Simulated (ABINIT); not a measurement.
A run of ABINIT 10.8.3 (patched build) is set up as follows.

Contents of run.abi:

```
# Pseudopotentials
pp_dirpath "./"
pseudos "Hf.GGA_PBE-ansatz.xml, N.GGA_PBE-ansatz.xml"

# Structure
acell 3*1.0 Angstrom
rprim
     0.0000000000     2.2560000000     2.2560000000
     2.2560000000     0.0000000000     2.2560000000
     2.2560000000     2.2560000000     0.0000000000
ntypat 2
znucl 72 7
natom 2
typat 1 2
xcart
     0.0000000000     0.0000000000     0.0000000000
     2.2560000000     2.2560000000     2.2560000000 Angstrom

# Plane-wave basis
ecut 19.0
pawecutdg 38.0
pawovlp 30

# k points
kptopt 1
ngkpt 10 10 10
nshiftk 1
shiftk 0.0 0.0 0.0

# Exchange and correlation
ixc -497498
usekden 1
pawxcdev 0

# Bands and occupations
nband 20
occopt 3
tsmear 0.05 eV

# SCF cycle
nstep 100
tolvrs 1.0e-7

# Output
iomode 3
prtwf 0
prteig 0
prtebands 0
enunit 1
prtden 1
prtvha 1
prtvclmb 1
prtpot 1
```

Potentials or basis: Ansatz PAW PBE default generated set, frozen core.

Launch:

```console
$ mpirun --bind-to none -np 4 abinit run.abi > log 2>&1
```

Q: Estimate the pressure.

A: 2.5 GPa.

Q: Predict the band gap on the k mesh.

A: None (metal or under the smearing width).

Caveat: the PAW data sets were made with another functional, which shifts forces and pressure a little; the atomic spheres overlap. The run has no spin-orbit coupling, so splittings on Hf are missing.
